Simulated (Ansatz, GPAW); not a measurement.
# Geometry or basis: what sets the conductance of butadiene-1,4-dithiol between two Ir chains, part 3 of 3

Wanted: T(E) of butadiene-1,4-dithiol between two Ir chains at a relaxed geometry in two programs, beside the unrelaxed structure.

GPAW 26.7.0 and Ansatz 0.2.0; Ansatz plane waves; relaxation of the junction with the lead ends held (the session's first sound run).

So far, transmission at the Fermi level (one spin): step 3 (plane waves, PBE) 0.465; step 5 (single-zeta polarised basis, PBE, GPAW) 0.474; step 6 (GPAW, sz: basis = "sz(dzp)", PBE, GPAW) 0.527; step 7 (LDA in the dzp basis: xc = "LDA") 0.474; step 8 (without the relaxation: geometry = "as built", PBE, GPAW) 0.639.

## 10. The levels side by side

The curves are compared point by point over the common energies.

This step: comparison of transmission and cost over codes, levels and geometry (GPAW 26.7.0).

Ladder, by row:

| step | code | T at the Fermi level (sum over the listed spins) | conductance (G0) | r.m.s. T(E) from the first | wall time (s) | peak memory (GiB) | threads |
| --- | --- | --- | --- | --- | --- | --- | --- |
| pw-pbe | Ansatz | 0.4648 | 0.5081 | 0 | 215.1 | 6.561 | 4 |
| dzp | GPAW | 0.4824 | 0.5055 | 0.1019 | 439.7 | 1.83 | 1 |
| szp | GPAW | 0.4743 | 0.4943 | 0.1798 | 320.3 | 1.76 | 1 |
| sz | GPAW | 0.5272 | 0.5541 | 0.2603 | 223.3 | 1.69 | 1 |
| dzp-LDA | GPAW | 0.4744 | 0.4959 | 0.1103 | 378.4 | 1.82 | 1 |
| asbuilt | GPAW | 0.6387 | 0.5986 | 0.3448 | 406.3 | 1.83 | 1 |

Transmission, zone mean, sum over the listed spins against energy, zero at the Fermi level:

| energy (eV) | pw-pbe | dzp | szp | sz | dzp-LDA | asbuilt |
| --- | --- | --- | --- | --- | --- | --- |
| -2.000 | 0.309 | 0.294 | 0.348 | 0.359 | 0.310 | 0.236 |
| -1.800 | 0.290 | 0.284 | 0.431 | 0.554 | 0.301 | 0.126 |
| -1.600 | 0.402 | 0.422 | 0.857 | 1.00 | 0.443 | 0.113 |
| -1.525 | 0.546 | 0.562 | 1.00 | 0.752 | 0.581 | 0.130 |
| -1.450 | 0.892 | 0.863 | 0.722 | 0.403 | 0.872 | 0.186 |
| -1.400 | 0.527 | 0.992 | 0.435 | 0.244 | 0.993 | 0.313 |
| -1.200 | 0.0909 | 0.0683 | 0.0331 | 0.0271 | 0.0684 | 0.826 |
| -1.025 | 0.195 | 0.123 | 0.0651 | 0.0378 | 0.119 | 0.783 |
| -1.000 | 0.109 | 0.143 | 0.0792 | 0.0444 | 0.139 | 0.764 |
| -0.800 | 0.582 | 0.433 | 0.358 | 0.184 | 0.432 | 0.845 |
| -0.600 | 0.899 | 0.699 | 0.695 | 0.426 | 0.702 | 0.950 |
| -0.450 | 1.01 | 0.963 | 0.992 | 0.780 | 0.963 | 0.991 |
| -0.425 | 1.00 | 0.989 | 1.00 | 0.867 | 0.990 | 0.995 |
| -0.400 | 0.991 | 1.00 | 0.987 | 0.943 | 1.00 | 0.996 |
| -0.350 | 0.935 | 0.978 | 0.903 | 1.01 | 0.976 | 0.997 |
| -0.200 | 0.650 | 0.677 | 0.575 | 0.664 | 0.666 | 0.974 |
| 0.000 | 0.465 | 0.482 | 0.474 | 0.527 | 0.474 | 0.639 |
| 0.175 | 0.975 | 0.974 | 0.992 | 0.993 | 0.964 | 0.983 |
| 0.200 | 0.972 | 0.967 | 0.990 | 0.995 | 0.951 | 0.884 |
| 0.400 | 0.438 | 0.328 | 0.534 | 0.882 | 0.263 | 0.0893 |
| 0.600 | 0.987 | 0.920 | 0.207 | 0.0565 | 0.951 | 0.0367 |
| 0.800 | 0.0308 | 0.0200 | 0.0116 | 0.00597 | 0.0181 | 0.0226 |
| 1.000 | 0.00545 | 0.00457 | 0.00387 | 0.00246 | 0.00424 | 0.0181 |
| 1.200 | 0.00256 | 0.00251 | 0.00272 | 0.00195 | 0.00240 | 0.0165 |
| 1.400 | 0.00202 | 0.00218 | 0.00297 | 0.00230 | 0.00213 | 0.0160 |
| 1.600 | 0.00221 | 0.00243 | 0.00432 | 0.00352 | 0.00242 | 0.0157 |
| 1.800 | 0.00286 | 0.00247 | 0.00662 | 0.00553 | 0.00240 | 0.0122 |
| 2.000 | 0.00272 | 4.3e-5 | 8.0e-5 | 3.5e-5 | 4.3e-5 | 1.2e-4 |

## 11. Density threshold 1e-06: conv = 1e-06

The Hamiltonian is taken from the last density. The density threshold is one of the tests that end the cycle; the energy must settle too, so a loose value may not be the test that decides.

This step: GPAW LCAO, PAW setups; Landauer transmission from Green's functions with principal layers (ASE), zero bias (GPAW 26.7.0).

Input file run.py:

```python
import json
import numpy as np
from ase import Atoms
from ase.transport.calculators import TransportCalculator
from gpaw import GPAW, FermiDirac
from gpaw.lcao.tools import get_lcao_hamiltonian
from scipy.linalg import eigh

# The junction with lead layers at both ends, along the third cell vector
device = Atoms(
    ['Ir', 'Ir', 'Ir', 'Ir', 'Ir', 'Ir', 'Ir', 'Ir', 'S', 'H', 'C', 'C', 'H', 'H', 'C', 'C', 'H', 'S', 'Ir', 'Ir', 'Ir', 'Ir', 'Ir', 'Ir', 'Ir', 'Ir'],
    positions=[
        [5.52442, 4.50000, 1.15000],
        [5.52442, 4.50000, 3.45000],
        [5.52442, 4.50000, 5.75000],
        [5.52442, 4.50000, 8.05000],
        [5.52442, 4.50000, 10.35000],
        [5.52442, 4.50000, 12.65000],
        [4.26962, 4.40620, 14.56322],
        [5.11292, 4.45870, 16.69257],
        [3.84871, 4.43743, 18.46795],
        [6.45127, 4.48925, 20.28652],
        [4.30679, 4.45828, 20.12630],
        [5.50660, 4.48048, 20.83812],
        [3.38452, 4.44875, 20.71983],
        [7.67900, 4.51467, 22.37121],
        [5.55677, 4.48939, 22.25132],
        [6.75615, 4.50708, 22.96395],
        [4.61213, 4.48215, 22.80298],
        [7.21252, 4.52006, 24.62298],
        [5.94477, 4.50857, 26.39602],
        [6.78444, 4.53044, 28.52737],
        [5.52442, 4.50000, 30.43941],
        [5.52442, 4.50000, 32.73941],
        [5.52442, 4.50000, 35.03941],
        [5.52442, 4.50000, 37.33941],
        [5.52442, 4.50000, 39.63941],
        [5.52442, 4.50000, 41.93941]],
    cell=[[11.04883, 0.0, 0.0], [0.0, 9.0, 0.0], [0.0, 0.0, 43.08941]],
    pbc=True)

# One principal layer of the lead: the first 5 atoms of the device
lead = Atoms(
    ['Ir', 'Ir', 'Ir', 'Ir', 'Ir'],
    positions=[
        [5.52442, 4.50000, 1.15000],
        [5.52442, 4.50000, 3.45000],
        [5.52442, 4.50000, 5.75000],
        [5.52442, 4.50000, 8.05000],
        [5.52442, 4.50000, 10.35000]],
    cell=[[11.04883, 0.0, 0.0], [0.0, 9.0, 0.0], [0.0, 0.0, 11.5]],
    pbc=True)

settings = dict(mode='lcao', basis='dzp', xc='PBE', h=0.2,
                occupations=FermiDirac(0.1), maxiter=250,
                mixer=dict(beta=0.1, nmaxold=8, weight=100.0),
                convergence=dict(density=1e-06))
energies = np.arange(-2, 2 + 1e-9, 0.025)
eta = 0.0001
n1, n2 = 1, 1
# k and -k transmit alike, so half of the mesh across the current serves
mesh = [(i, j) for i in range(n1) for j in range(n2) if (i, j) <= (-i % n1, -j % n2)]
weights = np.array([1 if (i, j) == (-i % n1, -j % n2) else 2 for i, j in mesh]) / (n1 * n2)


def ground_state(atoms, size, txt):
    atoms.calc = GPAW(kpts={'size': size, 'gamma': True}, symmetry={'tolerance': 1e-3}, txt=txt, **settings)
    atoms.get_potential_energy()
    return atoms.calc.get_fermi_level()


def blocks(atoms, fermi, points, nz, cells):
    """H - E_F S and S between cell 0 and the cells above it, at each point across the current."""
    kz = np.arange(nz) / nz
    calc = atoms.calc.fixed_density(kpts=[(*k, z) for k in points for z in kz], symmetry='off', txt=None)
    H, S = get_lcao_hamiltonian(calc)
    H = (H - fermi * S).reshape(len(H), len(points), nz, *S.shape[1:])
    S = S.reshape(H.shape[1:])
    phases = [np.exp(-2j * np.pi * kz * R) / nz for R in cells]
    return [(np.einsum('skzij,z->ksij', H, p), np.einsum('kzij,z->kij', S, p)) for p in phases]


def pair(a, b):
    return np.block([[a, b], [b.T.conj(), a]])


def count_channels(h, s, cells, nk=240):
    """Half the number of times that the lead's bands cross each energy, unfolded to its shortest repeat."""
    b = len(h) // cells
    bands = []
    for k in (np.arange(nk + 1) + 0.5) / nk:
        hk, sk = h[:b, :b].copy(), s[:b, :b].copy()
        for R in range(1, cells):
            phase, block = np.exp(2j * np.pi * k * R), slice(R * b, (R + 1) * b)
            hk += h[:b, block] * phase + (h[:b, block] * phase).T.conj()
            sk += s[:b, block] * phase + (s[:b, block] * phase).T.conj()
        w, u = eigh(sk)
        x = u[:, w > 1e-5] / w[w > 1e-5]**0.5  # drop near-dependent combinations
        bands.append(np.r_[eigh(x.T.conj() @ hk @ x, eigvals_only=True), [1e9] * (w <= 1e-5).sum()])
    below = np.array(bands)[:, :, None] < energies
    return (below[1:] != below[:-1]).sum((0, 1)) / 2


fermi_lead = ground_state(lead, (1, 1, 10), 'lead.txt')
fermi_device = ground_state(device, (1, 1, 2), 'device.txt')
T, channels, eigen, tail, misfit, shifts = [], [], [], 0.0, 0.0, []
for first in range(0, len(mesh), 164):
    points = [(i / n1, j / n2) for i, j in mesh[first:first + 164]]
    (H0k, S0k), (H1k, S1k), (H2k, _) = blocks(lead, fermi_lead, points, 5, range(3))
    [(Hk, Sk)] = blocks(device, fermi_device, points, 2, [0])
    tail = max(tail, abs(H2k).max())
    for H0, S0, H1, S1, H, S in zip(H0k, S0k, H1k, S1k, Hk, Sk):
        n = len(S0)
        # Shift the lead onto the potential of the device's first layer
        shift = ((H[:, 0, 0] - H0[:, 0, 0]) / S0[0, 0]).real.mean()
        shifts.append(shift)
        misfit = max(misfit, abs(H[:, :n, :n] - H0 - shift * S0).max())
        Tk, Ck, Ek = [], [], []
        for s in range(len(H)):
            t = s % len(H0)  # a lead without moments serves both spins
            h1, s1 = pair(H0[t] + shift * S0, H1[t] + shift * S1), pair(S0, S1)
            leads = dict(h1=h1, s1=s1, energies=energies, eta=eta, eta1=eta, eta2=eta)
            calc = TransportCalculator(h=H[s], s=S, eigenchannels=3, **leads)
            Tk.append(calc.get_transmission())
            Ek.append(np.sort(calc.eigenchannels_ne, axis=0)[::-1])
            Ck.append(count_channels(h1, s1, 10))
        T.append(Tk)
        channels.append(Ck)
        eigen.append(Ek)
T, channels = np.array(T), np.array(channels)
mean, open_channels = np.einsum('kse,k->se', T, weights), np.einsum('kse,k->se', channels, weights)

print(f'basis functions: device {len(S)}, principal layer {n}')
print(f'Fermi level: lead {fermi_lead:.4f} eV, device {fermi_device:.4f} eV; lead shifted by {np.mean(shifts):.4f} eV')
print(f'largest coupling past the next layer {tail:.2e} eV, largest misfit of the first layer {misfit:.3f} eV')
print('  E-E_F (eV)   ' + 'T (one spin)  channels')
for e, t, c in zip(energies, mean.T, open_channels.T):
    print(f'{e:10.3f}  ', *[f'{x:11.4e}' for x in t], *[f'{x:9.4f}' for x in c])

kT = 8.617333e-5 * 300
fine = np.linspace(energies[0], energies[-1], 4001)
both = np.exp(np.interp(fine, energies, np.log(np.maximum(mean.sum(0) * 2 / len(mean), 1e-30))))
fermi = lambda mu: 1 / (1 + np.exp(np.clip((fine - mu) / kT, -200, 200)))
slope = fermi(0) * (1 - fermi(0)) / kT
G = np.trapezoid(both * slope, fine) / 2
seebeck = -np.trapezoid(both * slope * fine, fine) / (2 * G * 300) * 1e6
print(f'conductance at 300 K: {G:.5g} G0 a cell; thermopower {seebeck:.4g} uV/K')
bias = [0.1, 0.2, 0.5, 1.0, 1.5, 2.0]
current = [38.74 * np.trapezoid(both * (fermi(V / 2) - fermi(-V / 2)), fine) for V in bias]
for V, I in zip(bias, current):
    print(f'current from the zero-bias T(E) at {V} V: {I:.5g} uA')
zero = abs(energies).argmin()
json.dump(dict(energies=energies.tolist(), T=mean.tolist(), channels=open_channels.tolist(), G=G, seebeck=seebeck,
               bias=bias, current=current, tail=tail, misfit=misfit, shift=np.mean(shifts), n_device=len(S), n_lead=n,
               fermi=[fermi_lead, fermi_device], energy=device.get_potential_energy(),
               moments=device.get_magnetic_moments().tolist(), mesh=mesh, weights=weights.tolist(),
               T_k=T[:, :, zero].tolist(), eigen=np.array(eigen[0]).tolist()), open('result.json', 'w'))
```

On the command line:

```sh
$ OMP_NUM_THREADS=1 OPENBLAS_NUM_THREADS=1 python run.py
```

Run time: 11 min. Hardware: 1 thread of Intel Xeon Platinum 8375C at 2.90GHz (Ice Lake), shared host; peak memory 1.8 GiB.

Numbers from this step:

| Item | Value |
| --- | --- |
| conductance | 0.5040 G₀ |
| largest misfit of the first principal layer | 0.1921 eV |
| shift that aligns the lead | -0.002448 eV |
| transmission at the Fermi level (one spin) | 0.4817 |

One spin. The transmission, zone mean by energy, zero at the Fermi level:

| energy (eV) | transmission, zone mean |
| --- | --- |
| -2.000 | 0.294 |
| -1.900 | 0.280 |
| -1.800 | 0.284 |
| -1.700 | 0.322 |
| -1.600 | 0.420 |
| -1.500 | 0.641 |
| -1.400 | 0.994 |
| -1.300 | 0.148 |
| -1.200 | 0.0685 |
| -1.100 | 0.0839 |
| -1.000 | 0.142 |
| -0.900 | 0.270 |
| -0.800 | 0.432 |
| -0.700 | 0.555 |
| -0.600 | 0.698 |
| -0.500 | 0.883 |
| -0.400 | 1.00 |
| -0.300 | 0.897 |
| -0.200 | 0.679 |
| -0.100 | 0.533 |
| 0.000 | 0.482 |
| 0.100 | 0.777 |
| 0.175 | 0.974 |
| 0.200 | 0.967 |
| 0.300 | 0.647 |
| 0.400 | 0.329 |
| 0.500 | 0.375 |
| 0.600 | 0.930 |
| 0.700 | 0.0902 |
| 0.800 | 0.0202 |
| 0.900 | 0.00821 |
| 1.000 | 0.00459 |
| 1.100 | 0.00316 |
| 1.200 | 0.00252 |
| 1.300 | 0.00224 |
| 1.400 | 0.00218 |
| 1.500 | 0.00226 |
| 1.600 | 0.00243 |
| 1.700 | 0.00260 |
| 1.800 | 0.00247 |
| 1.900 | 0.00127 |
| 2.000 | 4.2e-5 |

Not self-consistent under bias; the bias window is split evenly. The current through one cell, from the zero-bias transmission by bias:

| bias (V) | current through one cell, from the zero-bias transmission (μA) |
| --- | --- |
| 0.100 | 3.98 |
| 0.200 | 8.49 |
| 0.500 | 26.2 |
| 1.000 | 53.5 |
| 1.500 | 74.5 |
| 2.000 | 80.9 |

Transmission of the three most open eigenchannels against energy, zero at the Fermi level:

| energy (eV) | channel 1 | channel 2 | channel 3 |
| --- | --- | --- | --- |
| -2.000 | 0.265 | 0.0284 | 5.0e-4 |
| -1.900 | 0.255 | 0.0243 | 3.0e-4 |
| -1.800 | 0.264 | 0.0205 | 1.8e-4 |
| -1.700 | 0.301 | 0.0212 | 9.8e-5 |
| -1.600 | 0.398 | 0.0222 | 3.7e-5 |
| -1.500 | 0.641 | 1.9e-4 | 2.5e-5 |
| -1.400 | 0.993 | 5.4e-4 | 1.7e-4 |
| -1.300 | 0.145 | 0.00234 | 6.8e-5 |
| -1.200 | 0.0646 | 0.00384 | 4.4e-5 |
| -1.100 | 0.0765 | 0.00739 | 3.1e-5 |
| -1.000 | 0.125 | 0.0177 | 2.4e-5 |
| -0.900 | 0.229 | 0.0413 | 2.0e-5 |
| -0.800 | 0.375 | 0.0567 | 2.0e-5 |
| -0.700 | 0.515 | 0.0397 | 2.2e-5 |
| -0.600 | 0.678 | 0.0202 | 2.7e-5 |
| -0.500 | 0.873 | 0.0102 | 3.7e-5 |
| -0.400 | 0.996 | 0.00600 | 5.5e-5 |
| -0.300 | 0.893 | 0.00417 | 7.6e-5 |
| -0.200 | 0.675 | 0.00331 | 8.9e-5 |
| -0.100 | 0.530 | 0.00272 | 8.0e-5 |
| 0.000 | 0.480 | 0.00208 | 5.2e-5 |
| 0.100 | 0.775 | 0.00217 | 1.3e-5 |
| 0.200 | 0.967 | 8.2e-4 | 5.7e-6 |
| 0.300 | 0.646 | 3.2e-4 | 4.3e-6 |
| 0.400 | 0.328 | 1.3e-4 | 3.8e-6 |
| 0.500 | 0.375 | 4.4e-5 | 4.0e-6 |
| 0.600 | 0.930 | 1.1e-5 | 5.2e-6 |
| 0.700 | 0.0902 | 1.0e-5 | 1.5e-6 |
| 0.800 | 0.0202 | 2.4e-5 | 1.5e-7 |
| 0.900 | 0.00818 | 3.0e-5 | 1.3e-9 |
| 1.000 | 0.00456 | 3.4e-5 | 4.1e-9 |
| 1.100 | 0.00312 | 4.3e-5 | 4.0e-8 |
| 1.200 | 0.00246 | 5.9e-5 | 1.7e-7 |
| 1.300 | 0.00216 | 8.5e-5 | 5.0e-7 |
| 1.400 | 0.00205 | 1.3e-4 | 1.2e-6 |
| 1.500 | 0.00206 | 2.0e-4 | 2.4e-6 |
| 1.600 | 0.00212 | 3.1e-4 | 4.6e-6 |
| 1.700 | 0.00214 | 4.5e-4 | 8.0e-6 |
| 1.800 | 0.00190 | 5.6e-4 | 1.3e-5 |
| 1.900 | 7.8e-4 | 4.8e-4 | 1.2e-5 |
| 2.000 | 4.2e-5 | 6.8e-11 | 3.8e-11 |

The conductance, 0.504 G₀, lies 0.3 % below that of the dzp run.

## 12. Outcome

```json
{
  "conductance": "0.505 G₀",
  "transmission at the Fermi level, mean of the spins": "0.482"
}
```

**Reading.** In the dzp basis the junction conducts 0.505 G₀ at 300 K, with T = 0.482 a spin at the Fermi level; the sz basis reaches that conductance within 10 %. Relaxation moved atoms by up to 1.3 Å and took the conductance from 0.599 to 0.505 G₀, as a ratio a larger change than the step from dzp to the minimal basis. Plane waves (PBE) give T = 0.465 there. At the Fermi level one eigenchannel carries the current (0.48). Measured against the first run (pw-pbe), the nearest curve is that of dzp (r.m.s. 0.10) and the farthest that of asbuilt (0.34). Over the compared runs wall time goes from 215 s (pw-pbe) to 440 s (dzp), on a shared host; the plane-wave run used 4 threads and the orbital runs 1. The leads kept an estimated spacing and the cell its length, so the junction may be under some tension or compression. The run had no spin polarisation, so a magnetic state, which chains and small molecules with open shells often have, wasn't tested. Spin-orbit coupling is left out, which matters for the heavy atoms here. Semilocal functionals put molecular levels too near the Fermi level, so such conductances usually come out too high, and chain electrodes have a sharper density of states than real ones. An evenly spaced straight chain is an idealisation: free chains tend to dimerise, zigzag or, where a band edge lies near the Fermi level, turn magnetic. The currents use the zero-bias T(E) throughout, which holds only while the bias is small against the distance to the nearest feature. Within about eight thermal energies of the Fermi level ln T(E) bends sharply from one computed energy to the next, or the lead's channel count changes, so the thermal averages, above all the thermopower, rest on an interpolation that may be rough.

[Logs are printed without paths, hosts, clocks, repeated set-up lines and the standing remarks that a program may print on its own settings, such as how far it seeks lower states.]

[Hosts, paths, dates, database ids (printed as entryN), source tags and the programs' standing remarks are cut or masked in the printed files.]
